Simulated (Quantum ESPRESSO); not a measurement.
A calculation with Quantum ESPRESSO 7.5 of YN (ASE script, structure typed inline):

File run.py:

```python
import numpy as np
from ase.calculators.espresso import Espresso, EspressoProfile
from ase import Atoms

atoms = Atoms(['Y', 'N'],
              cell=[[0.0, 2.4385, 2.4385], [2.4385, 0.0, 2.4385], [2.4385, 2.4385, 0.0]],
              scaled_positions=[[0.0, 0.0, 0.0], [0.5, 0.5, 0.5]],
              pbc=True)

input_data = {
    'control': {'calculation': 'scf', 'prefix': 'pwscf', 'outdir': './tmp', 'tprnfor': True, 'tstress': True, 'disk_io': 'nowf'},
    'system': {'ecutwfc': 60.0, 'ecutrho': 480.0, 'nbnd': 14, 'occupations': 'smearing', 'smearing': 'fd', 'degauss': 0.00367493},
    'electrons': {'conv_thr': 4e-10, 'electron_maxstep': 120, 'mixing_beta': 0.5},
}
pseudopotentials = {'N': 'N.pbe-n-radius_5.UPF', 'Y': 'Y_pbe_v1.uspp.F.UPF'}
profile = EspressoProfile(command='pw.x', pseudo_dir='pseudo')
dft = Espresso(profile=profile, input_data=input_data, pseudopotentials=pseudopotentials, kpts=(9, 9, 9), koffset=(0, 0, 0))
atoms.calc = dft

print(f'energy {atoms.get_potential_energy():.8f} eV')
print('forces (eV/A)')
print(np.round(atoms.get_forces(), 6))
print('stress (eV/A^3, Voigt)')
print(np.round(atoms.get_stress(), 8))
print(f'Fermi level {dft.get_fermi_level():.4f} eV')
```

Potentials or basis: SSSP 1.3 efficiency PBE.

Run with:

```sh
$ OMP_NUM_THREADS=1 python run.py
```

**Question.** Write the same calculation in another form: native input, structure typed inline.

**Answer.** As run:

pw.in

```
&CONTROL
  calculation = 'scf'
  prefix = 'pwscf'
  outdir = './tmp'
  pseudo_dir = './pseudo'
  tprnfor = .true.
  tstress = .true.
  disk_io = 'nowf'
/
&SYSTEM
  ibrav = 0
  nat = 2
  ntyp = 2
  ecutwfc = 60
  ecutrho = 480
  nbnd = 14
  occupations = 'smearing'
  smearing = 'fd'
  degauss = 0.00367493
/
&ELECTRONS
  conv_thr = 4d-10
  electron_maxstep = 120
  mixing_beta = 0.5
/
ATOMIC_SPECIES
Y     88.9058 Y_pbe_v1.uspp.F.UPF
N     14.0070 N.pbe-n-radius_5.UPF
CELL_PARAMETERS angstrom
   0.0000000000    2.4385000000    2.4385000000
   2.4385000000    0.0000000000    2.4385000000
   2.4385000000    2.4385000000    0.0000000000
ATOMIC_POSITIONS crystal
Y      0.0000000000    0.0000000000    0.0000000000
N      0.5000000000    0.5000000000    0.5000000000
K_POINTS automatic
9 9 9 0 0 0
```

Potentials or basis: SSSP 1.3 efficiency PBE.

Run with:

```bash
$ OMP_NUM_THREADS=1 pw.x -in pw.in > pw.out
```

Both were run:

|  | ASE script, structure typed inline | native input, structure typed inline |
| --- | --- | --- |
| Pressure | 2.6 GPa | 2.6 GPa |
| Band gap on the k mesh | 0.24 eV, indirect (least direct gap 0.64 eV) | 0.24 eV, indirect (least direct gap 0.64 eV) |

Keys that steer only the numerical path or the files written may differ.

Caveat: an odd mesh through Γ misses points on the zone boundary, where band edges often lie.
